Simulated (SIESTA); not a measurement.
Runs of SIESTA 5.4.2 on LiH. Symmetry: Fm-3m, No. 225, cubic system. Conventional cell: a = 4.074 Å, b = 4.074 Å, c = 4.074 Å, α = 90.00°, β = 90.00°, γ = 90.00°. Around Li (site symmetry m-3m) lie 6 H at 2.04 Å. Around H (site symmetry m-3m) lie 6 Li at 2.04 Å. 

```csv
task,level,potentials or basis,broadening (eV),window to (eV),optical mesh offset,gap on the mesh (eV),pressure (GPa)
band structure,PBEsol,"PseudoDojo 0.4 standard (PBEsol files), DZP (energy shift 0.003 Ry; two zetas on semicore shells)",-,-,-,2.96,(a)
optical spectrum,PBE,"PseudoDojo 0.4 standard (PBE files), DZP (energy shift 0.003 Ry; two zetas on semicore shells)",0.3 eV,30 eV,true,3.18,-1.7
band structure,LDA,"PseudoDojo 0.4 standard (LDA files), DZP (energy shift 0.003 Ry; two zetas on semicore shells)",-,-,-,2.82,-4.1
band structure,PBE,"PseudoDojo 0.4 standard (PBE files), DZP (energy shift 0.003 Ry; two zetas on semicore shells)",-,-,-,3.18,-1.7
```

Alike in all rows: no spin polarisation; cell as given; k mesh 11 × 11 × 11; smearing fermi-dirac 0.05 eV; grid cutoff 800 Ry; energy shift 0.003 Ry.

Q: Fill in the values left out.

A: (a) -2.3.

Caveats: the basis of atomic orbitals isn't converged, which shifts pressures, moduli and gaps; the mesh misses the band edges, which the band path finds closer together (some runs); the basis holds too few empty states to meet the f-sum rule, so the spectrum is short of weight at high energy (some runs); spectra need much finer meshes, so this one isn't converged (some runs); independent-particle spectra lack excitons (some runs); an odd mesh through Γ misses points on the zone boundary, where band edges often lie (some runs).
